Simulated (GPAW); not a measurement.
Wanted: an ASE script for a GPAW 26.7.0 run.

| Property | Result |
| --- | --- |
| Task | relaxation of cell and atoms |
| Functional | LDA |
| Potentials or basis | the program's PAW data sets (release 1.2.1) made for this functional |
| Cutoff | 600 eV |
| Basis | pw |
| k mesh | 8 × 8 × 8 |
| Occupations | fermi-dirac, width 0.05 eV |
| Spin | no spin polarisation |
| Maxiter | 150 |
| Optimizer | BFGS |
| Fmax | 0.02 eV/Å |
| Max steps | 100 |
| Convergence | density=1e-05 forces=0.0001 |

PbSe (Clausthalite):

```
CELL_PARAMETERS angstrom
0.00000 3.06065 3.06065
3.06065 0.00000 3.06065
3.06065 3.06065 0.00000
ATOMIC_POSITIONS crystal
Pb 0.00000 0.00000 0.00000
Se 0.50000 0.50000 0.50000
```

One way to write it, as run:

run.py

```python
from ase import Atoms
from ase.filters import FrechetCellFilter
from ase.io import write
from ase.optimize import BFGS
from gpaw import GPAW, PW

atoms = Atoms(['Pb', 'Se'],
              cell=[[0.0, 3.06065, 3.06065],
                    [3.06065, 0.0, 3.06065],
                    [3.06065, 3.06065, 0.0]],
              scaled_positions=[[0.0, 0.0, 0.0],
                                [0.5, 0.5, 0.5]],
              pbc=True)

calc = GPAW(mode=PW(600),
            xc='LDA',
            kpts={'size': (8, 8, 8), 'gamma': True},
            occupations={'name': 'fermi-dirac', 'width': 0.05},
            nbands=19,
            convergence={'density': 1e-05, 'forces': 0.0001},
            maxiter=150,
            txt='gpaw.txt')
atoms.calc = calc
opt = BFGS(FrechetCellFilter(atoms), trajectory='relax.traj', logfile='-')
done = opt.run(fmax=0.02, steps=100)
calc.write('gs.gpw')
write('result.traj', atoms)
print('Converged:', done)
print('Cell:', atoms.cell.cellpar().round(4))
print('Volume:', round(atoms.get_volume(), 4))
print(atoms.get_scaled_positions().round(5))
```

Potentials or basis: the program's PAW data sets (release 1.2.1) made for this functional, pw.

Run with:

```bash
$ OMP_NUM_THREADS=1 python run.py
```

Results of the run:

```json
{
 "Relaxed volume": "27.37 Å³/atom",
 "Relaxed cell": "a = 4.262 Å, b = 4.262 Å, c = 4.262 Å, α = 60.00°, β = 60.00°, γ = 60.00°",
 "Space group after relaxing (to 0.05 Å)": "Fm-3m (No. 225)",
 "Energy gained by relaxing": "9.3 meV/atom",
 "Ionic steps": "3",
 "Pressure after relaxing": "0.1 GPa",
 "Band gap on the k mesh": "0.02 eV, direct"
}
```

Caveat: later steps reuse the first step's grids; spin-orbit coupling is left out, which as a rule narrows the gap of such compounds by several tenths of an eV.

It took 52 s on 1 thread of Arm Neoverse V1, with other jobs on the host, peak memory 0.2 GiB.
